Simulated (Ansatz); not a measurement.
# CsCl: excitons and shallow donors from band masses and screening

Method: DFT PBE, scalar-relativistic, plane waves, PAW in Ansatz.

Plane waves to 420 eV, a k mesh through Γ of 6×6×6 on the computed 2-atom cell and Gaussian smearing (0.02 eV); no spin polarisation.

Relaxed cell: Pm-3m, a = 4.206 Å, b = 4.206 Å, c = 4.206 Å, α = 90.00°, β = 90.00°, γ = 90.00°, 2 atoms in the primitive cell.

The calculation gives a Kohn–Sham gap of 5.01 eV, an electron mass of 0.359 mₑ and a hole mass of 1.53 mₑ (harmonic means over x, y, z and over the bands degenerate at each edge), and ε∞ = 3.00 (independent particles, mean of the diagonal).

Problem. Estimate the binding energy and radius of a Wannier–Mott exciton and of a shallow donor, and say whether the hydrogenic model can hold.

Solution. The reduced mass is μ = mₙmₕ/(mₙ + mₕ) = 0.291 mₑ, with mₙ and mₕ the band masses. With E_b = 13.606 eV × μ/ε² and a = 0.529 Å × ε/μ (μ in mₑ) the exciton has E_b = 439 meV and a = 5.5 Å. For a donor μ is the electron mass: 542 meV and 4.4 Å. The radius isn't large against the shortest lattice vector (4.21 Å), so the continuum picture is doubtful and the numbers are only a scale. In a polar crystal the ions screen too, so a state bound more weakly than an optical phonon feels the larger static constant, which lowers the energy and widens the orbit. The other way, the small Kohn–Sham gap and the missing local fields make ε∞ too large and the masses tend to be too light, which underbinds.

Spin-orbit coupling is left out, which matters for the bands of heavy elements.

Cost: 4 runs of about 0.61 core-minutes in all, on Intel Xeon Platinum 8259CL (Skylake/Cascade Lake) (shared hosts).